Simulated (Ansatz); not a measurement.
# ZnF2 (P4_2/mnm) in Ansatz: equation of state

Aim: energy against volume of ZnF2 in PBEsol, for its equilibrium volume and stiffness.

Program: Ansatz 0.2.0. These are calculated values, not measurements. Logs are shortened: lines on timing, memory, paths and dates and some standing lists are left out, and cuts for length are marked.

### 1 The crystal as given

It takes space group P4_2/mnm (No. 136, tetragonal). The conventional cell has a = 4.705 Å, b = 4.705 Å, c = 3.134 Å, α = 90.00°, β = 90.00°, γ = 90.00°. Zn (site symmetry mmm) has 6 F at 2.01 to 2.05 Å as nearest neighbours. F (site symmetry m2m) is surrounded by 3 Zn at 2.01 to 2.05 Å.

### 2 Equation of state, PBEsol

Potentials or basis: all-electron LAPW, scalar-relativistic.

This step only gathers the single runs of the series.

What came out:

| Item | Value |
| --- | --- |
| Equilibrium volume | 11.57 Å³/atom |
| Bulk modulus at fixed shape and positions | 117 GPa |
| Pressure derivative of the bulk modulus | 4.6 |

Energy against volume, from the lowest point:
```csv
volume (Å³/atom),energy (meV/atom)
10.868,17.56
11.099,7.62
11.330,1.92
11.561,0.00
11.792,1.46
12.024,5.96
12.255,13.16
```

Caveat: the cell was scaled at fixed shape and fractional positions, which overstates the stiffness of a crystal with free parameters, most of all of layers and chains.
